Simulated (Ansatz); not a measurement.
# Ni: a single-point calculation

Aim: a converged single point of Ni at the given geometry. System: Ni, the measured crystal structure (space group Fm-3m); the cell holds 1 atom. Source: COD entry 9013005, which need not be the ambient phase.

Computed with Ansatz 0.2.0 (DFT PBE, PAW, plane waves, scalar-relativistic, unless a step's input says otherwise).

## Step 1: The structure to begin with

Symmetry: Fm-3m, No. 225, cubic system. Conventional cell: a = 3.552 Å, b = 3.552 Å, c = 3.552 Å, α = 90.00°, β = 90.00°, γ = 90.00°. Around Ni (site symmetry m-3m) lie 12 Ni at 2.51 Å.

As a file:

```
Ni
1.0
     0.00000    1.77580    1.77580
     1.77580    0.00000    1.77580
     1.77580    1.77580    0.00000
Ni
1
Cartesian
  0.0000 0.0000 0.0000
```

In tables a label like Ni1 counts atoms in the order of input.yaml; a structure file may count by element.

The search for lower states is off throughout, and inputs that name a mixer don't switch to direct minimisation unless they say so. Spin is collinear, with starting moments Ni1 2.00 μB. β is the mixing step of the charge; the magnetisation has a step of its own, which the program sets unless it is named.

## Step 2: The run

File input.yaml:

```yaml
crystal:
  lattice:
    - [0.0, 1.7758, 1.7758]
    - [1.7758, 0.0, 1.7758]
    - [1.7758, 1.7758, 0.0]
  atoms:
    - { symbol: Ni, position: [0.0, 0.0, 0.0], spin: 2.0 }
magnetization:
  spin_polarized: true
hamiltonian:
  xc: pbe
  pseudopotentials: { kind: paw }
basis:
  ecutwfc: 420
kpoints:
  mp_grid: { grid: [13, 13, 13] }
scf:
  occupations: { method: fermi_dirac, width: 0.1 }
  lower_state_search: "off"
  algorithm: density_mixing
  max_iter: 60
  mixing: { algorithm: broyden, ndim: 8, beta: 1.2 }
output:
  forces: true
  stress: true
```

Started as:

```
> ansatz run input.yaml --threads 2 --pin off --max-ram 5120MiB --backend cpu --events-out ev --progress --plain --runs-dir out
```

Standard output:

```text
Error: invalid value for `scf.mixing.beta`: must be finite and in (0, 1]; got 1.2
```

It took 0.02 s on 2 threads of Arm Neoverse V1, shared host; peak memory 0.031 GiB.

## Step 3: What went wrong

The input was refused before the first iteration. Its message: invalid value for `scf.mixing.beta`: must be finite and in (0, 1]; got 1.2

Remedies tried next, one at a time: β lowered to 0.3; back to the default settings.

## Step 4: β lowered to 0.3

input.yaml, as its differences from that of step 2:

```diff
@@ -21,3 +21,3 @@
   max_iter: 60
-  mixing: { algorithm: broyden, ndim: 8, beta: 1.2 }
+  mixing: { algorithm: broyden, ndim: 8, beta: 0.3 }
 output:
```

Started as:

```
> ansatz run input.yaml --threads 2 --pin off --max-ram 5120MiB --backend cpu --events-out ev --progress --plain --runs-dir out
```

Standard output:

```text
Engine: ansatz 0.2.0, aarch64-unknown-linux-gnu
Pseudopotentials: kind: paw
Pseudopotential: Ni, paw, valence charge 18, recommended cutoff 420 eV (normal), Ni.paw.azcp
Functional definition: PBE
  parameter kappa = 0.804
  parameter beta = 0.06672455060314922
  exchange = pbe_x(kappa = kappa, mu = beta*pi^2/3)
  correlation = pbe_c(beta = beta)
Crystal: 1 atoms, lattice volume = 11.200 Å³
Basis set: ecut = 420 eV, 229 PW (Γ), exchange–correlation on 36×36×36 points (8 copies of the dense FFT grid, shifted against one another)
Bands: 14, of which v1, the nominal top of the filled ones, is band 9 counted from 1 (8 counted from 0)
Symmetry: 48 space group operations
Space group: Fm-3m (ITA 225), of the structure as read, at distance tolerance 2.2e-5 Å
Magnetic group: BNS 225.116 (UNI 1618), of the structure as read, at distance tolerance 2.2e-5 Å
k-points: 84 of 2197
Non-local potential: Ni, projectors of the file, l = 0: 3, l = 1: 2, l = 2: 3, l = 3: 1
PAW form: soft (Blöchl's): semilocal exchange-correlation on the pseudo side does not see the compensation charge
PAW one-centre angular grid: Ni, 590 points (default); XC on 64 Gauss nodes
Initial density: superposition of atomic densities (chi_scale 0.1, normalization cell)
Starting moments: Σ|m| = 2 μB on 1 of 1 site
Initial wavefunctions: pseudopotential atomic-orbital guess
Functional: x = pbe(κ = 0.804, μ = 0.2195149727645171), c = pbe(β = 0.06672455060314922)
iter 1 solved again at ethr=1.03e-4 eV; its pass at ethr=3.10e-3 eV (dr2=1.85e-2 eV) is discarded
SCF iter   1: F=—  HF=-5839.472417 eV  |F-HF|=—  |Δ(HF+E_count)|=         —  Δρ=1.27e-1 (↑1.11e-1 ↓1.27e-1)  dr2=1.77e-2  dr2_m=1.45e0  M=0.942 μB ∫|m|=1.049 μB  β_m=0.57  ethr=1.03e-4  ⟨swp⟩=1.0  Hψ=15968  notcnv=0
Mixer restart at iter 1: flushing history
preconditioner: auto → none  [metal: Δε(μ)=0.014 eV  Ē_g=16.537 eV  σ=0.100 eV  W_gap=0.04  n_scr=0 (ndim 8)  ℏωp=35.1 eV  f_vac=0.000  D(μ)=1.50/eV (n_scr^D=14)]
spin-set hold released at iteration 1 (the charge has settled, or the pull on large starting moments outlasts its swing): the magnetisation degrees of freedom join the quasi-Newton model from the next iteration; the mixer history was flushed
SCF iter   2: F=—  HF=-5839.569899 eV  |F-HF|=—  |Δ(HF+E_count)|=   9.75e-2  Δρ=6.31e-2 (↑5.49e-2 ↓6.31e-2)  dr2=5.36e-3  dr2_m=3.53e-1  M=0.880 μB ∫|m|=1.016 μB  β_m=1.20  ethr=9.84e-5  ⟨swp⟩=2.0  Hψ=4703  notcnv=0  κ⁻¹=1.0e0(r=1)
SCF iter   3: F=—  HF=-5839.625922 eV  |F-HF|=—  |Δ(HF+E_count)|=   5.60e-2  Δρ=1.58e-2 (↑7.45e-3 ↓1.58e-2)  dr2=5.63e-3  dr2_m=1.25e-2  M=0.756 μB ∫|m|=0.918 μB  β_m=1.20  ethr=2.98e-5  ⟨swp⟩=2.0  Hψ=4697  notcnv=0  κ⁻¹=5.0e-3(r=2)
SCF iter   4: F=—  HF=-5839.635809 eV  |F-HF|=—  |Δ(HF+E_count)|=   9.89e-3  Δρ=1.44e-2 (↑7.13e-3 ↓1.44e-2)  dr2=4.29e-3  dr2_m=1.07e-2  M=0.748 μB ∫|m|=0.908 μB  β_m=1.20  ethr=2.98e-5  ⟨swp⟩=1.0  Hψ=2352  notcnv=0  κ⁻¹=2.4e-5(r=3)
SCF iter   5: F=—  HF=-5839.714176 eV  |F-HF|=—  |Δ(HF+E_count)|=   7.84e-2  Δρ=5.86e-3 (↑2.55e-3 ↓5.86e-3)  dr2=9.32e-4  dr2_m=1.70e-3  M=0.677 μB ∫|m|=0.806 μB  β_m=1.20  ethr=2.38e-5  ⟨swp⟩=2.0  Hψ=4264  notcnv=0  κ⁻¹=5.6e-6(r=4)
SCF iter   6: F=—  HF=-5839.737446 eV  |F-HF|=—  |Δ(HF+E_count)|=   2.33e-2  Δρ=1.83e-3 (↑9.65e-4 ↓1.83e-3)  dr2=8.79e-5  dr2_m=1.95e-4  M=0.651 μB ∫|m|=0.760 μB  β_m=1.20  ethr=5.18e-6  ⟨swp⟩=2.1  Hψ=4380  notcnv=0  κ⁻¹=5.3e-6(r=5)
SCF iter   7: F=—  HF=-5839.743578 eV  |F-HF|=—  |Δ(HF+E_count)|=   6.13e-3  Δρ=2.16e-3 (↑1.49e-3 ↓2.16e-3)  dr2=3.55e-5  dr2_m=3.40e-4  M=0.642 μB ∫|m|=0.741 μB  β_m=1.20  ethr=4.88e-7  ⟨swp⟩=2.0  Hψ=4022  notcnv=0  κ⁻¹=1.3e-6(r=6)
SCF iter   8: F=—  HF=-5839.744407 eV  |F-HF|=—  |Δ(HF+E_count)|=   8.29e-4  Δρ=1.40e-3 (↑1.07e-3 ↓1.40e-3)  dr2=8.41e-6  dr2_m=1.56e-4  M=0.639 μB ∫|m|=0.735 μB  β_m=1.20  ethr=1.97e-7  ⟨swp⟩=2.0  Hψ=3891  notcnv=0  κ⁻¹=7.8e-8(r=7)
SCF iter   9: F=—  HF=-5839.744861 eV  |F-HF|=—  |Δ(HF+E_count)|=   4.54e-4  Δρ=5.57e-4 (↑4.29e-4 ↓5.57e-4)  dr2=1.24e-6  dr2_m=2.49e-5  M=0.635 μB ∫|m|=0.729 μB  β_m=1.20  ethr=4.67e-8  ⟨swp⟩=2.0  Hψ=3912  notcnv=0  κ⁻¹=1.6e-9(r=8)
SCF iter  10: F=—  HF=-5839.745102 eV  |F-HF|=—  |Δ(HF+E_count)|=   2.42e-4  Δρ=5.10e-5 (↑2.49e-5 ↓5.10e-5)  dr2=5.61e-8  dr2_m=1.41e-7  M=0.632 μB ∫|m|=0.723 μB  β_m=1.20  ethr=5.56e-10  ⟨swp⟩=3.0  Hψ=10063  notcnv=0  κ⁻¹=1.1e-8(r=8)
SCF iter  11: F=—  HF=-5839.745117 eV  |F-HF|=—  |Δ(HF+E_count)|=   1.42e-5  Δρ=1.99e-5 (↑1.24e-5 ↓1.99e-5)  dr2=6.05e-8  dr2_m=3.77e-9  M=0.631 μB ∫|m|=0.721 μB  β_m=1.20  ethr=3.12e-10  ⟨swp⟩=4.4  Hψ=7944  notcnv=0  κ⁻¹=1.4e-7(r=8)
SCF iter  12: F=—  HF=-5839.745116 eV  |F-HF|=—  |Δ(HF+E_count)|=   1.60e-7  Δρ=1.94e-5 (↑1.94e-5 ↓6.74e-6)  dr2=1.10e-8  dr2_m=1.72e-8  M=0.631 μB ∫|m|=0.721 μB  β_m=1.20  ethr=3.12e-10  ⟨swp⟩=3.1  Hψ=6169  notcnv=0  κ⁻¹=6.8e-8(r=8)
SCF iter  13: F=-5839.745118 eV  HF=-5839.745118 eV  |F-HF|=2.96e-8  |Δ(HF+E_count)|=   1.16e-6  Δρ=3.34e-6 (↑1.97e-6 ↓3.34e-6)  dr2=1.45e-9  dr2_m=1.31e-10  M=0.632 μB ∫|m|=0.721 μB  ethr=6.13e-11  ⟨swp⟩=4.0  Hψ=7209  notcnv=0
SCF 1 converged in 13 iterations: F = -5839.745118 eV  dr2 = 1.45e-9
this state was not tested for a lower state beside it, because the mixer in use, unlike msr1, does not test its closes by its own steps (another_mixer; see scf.mixing.algorithm and scf.lower_state_search)
SCF converged after 13 iterations
Magnetization: 0.6316 μB (9.3158 up, 8.6842 down)
Absolute magnetization: 0.7222 μB (∫|ρ↑−ρ↓|, with the PAW one-centre terms)
Spin contamination: 0.0072 ħ² per cell (⟨S²⟩ above its minimum at these occupations)
Per-site moments (μB) at R_I (Å): [(0.6699615260936134, 1.035936183175634)]
Free energy (F): -5839.745118 eV
Harris-Foulkes:  -5839.745118 eV  (|F-HF|=2.96e-8)
Internal energy: -5839.692205 eV  (E = F + TS)
E sigma→0 (E₀):  -5839.718662 eV
Entropy (-TS):   -0.052912 eV (-52.912 meV/atom)
Fermi energy:    17.526994 eV
--- Per-component energies (eV) ---
  E_band       = -294.849848
  E_kinetic    = 281.550458
  E_local      = -3484.835665  (includes V_loc(G=0)·N_el)
  E_nonlocal   = 635.883245
  E_hartree    = 1453.546515
  E_xc         = -84.503617
  E_vxc        = -108.946476  (∫ρ·V_xc dr)
  E_paw        = -1629.929409  (= ΣΔE_a)
  E_vpaw       = -525.591934  (= ΣTr[D̂ρ^β])
  E_aug_tail   = 0.000403  (compensation charges beyond the density's cutoff)
  E_ewald      = -3011.404135
  E_smearing   = -0.052912  (= −TS)
  E_closure    = 0.000000  (closes the sum)
  Σ components = -5839.745118   (vs F -5839.745118, Δ=0.00e0)
--- Forces (eV/Å), atoms counted from 1 ---
  atom   1  Ni    -0.00000000     0.00000000     0.00000000
  max |Σ_I F_I| component: 1.40e-31 eV/Å
--- Stress (GPa, compression-positive) ---
       -4.957437      -0.000000      -0.000000
       -0.000000      -4.957437       0.000000
       -0.000000       0.000000      -4.957437
  P = ⅓ Tr σ = -4.9574 GPa (-49.574 kbar)
```

Wall time 1.6 s (2 threads of Arm Neoverse V1, shared host); peak memory 0.26 GiB.

This works: 13 iterations, ferromagnetic, site moments Ni1 0.67 μB, total 0.63 μB per cell, no gap on the k-mesh.

## Step 5: Back to the default settings

input.yaml, as its differences from that of step 2:

```diff
@@ -19,5 +19,2 @@
   lower_state_search: "off"
-  algorithm: density_mixing
-  max_iter: 60
-  mixing: { algorithm: broyden, ndim: 8, beta: 1.2 }
 output:
```

Started as:

```
> ansatz run input.yaml --threads 2 --pin off --max-ram 5120MiB --backend cpu --events-out ev --progress --plain --runs-dir out
```

Its history (converged in 10 iterations):

| iteration | Harris–Foulkes energy + 5840 (eV) | largest residual (eV) | M (μB) | ∫|m| (μB) |
| --- | --- | --- | --- | --- |
| 1 | 0.5276 | 1.45e+00 | 0.94 | 1.05 |
| 2 | 0.4194 | 8.32e-01 | 0.90 | 1.01 |
| 3 | 0.2271 | 1.65e-01 | 0.64 | 0.77 |
| 4 | 0.2575 | 1.18e-02 | 0.65 | 0.77 |
| 5 | 0.2556 | 5.23e-04 | 0.63 | 0.74 |
| 6 | 0.2549 | 1.33e-04 | 0.63 | 0.73 |
| 7 | 0.2549 | 9.50e-07 | 0.63 | 0.72 |
| 8 | 0.2549 | 2.71e-07 | 0.63 | 0.72 |
| 9 | 0.2549 | 4.20e-09 | 0.63 | 0.72 |
| 10 | 0.2549 | 1.02e-10 | 0.63 | 0.72 |

Wall time 1.4 s (2 threads of Arm Neoverse V1, shared host); peak memory 0.26 GiB.

Converged in 10 iterations, ferromagnetic, site moments Ni1 0.67 μB, total 0.63 μB per cell, no gap on the k-mesh. Against step 4: the same free energy.

## Step 6: All tries on one scale

Decimal logarithm of the largest residual (eV) by iteration, counted through all cycles of a run:

```
iteration  step 4  step 5
        1     0.2     0.2
        2    -0.5    -0.1
        3    -1.9    -0.8
        4    -2.0    -1.9
        5    -2.8    -3.3
        6    -3.7    -3.9
        8    -3.8    -6.6
        9    -4.6    -8.4
       10    -6.9   -10.0
       11    -7.2       -
       12    -7.8       -
       13    -8.8       -
```

## Step 7: Outcome

```
                    quantity                                                                                  value
                   first try                                                                          input refused
    step 4: β lowered to 0.3                                                             converged in 13 iterations
step 5: the default settings                                                             converged in 10 iterations
     state reached in step 5  ferromagnetic, site moments Ni1 0.67 μB, total 0.63 μB per cell, no gap on the k-mesh
         largest force there                                                                             0.000 eV/Å
```

**Reading.** The run converges under 2 of the 2 changes tried; with “the default settings” it takes 10 iterations.
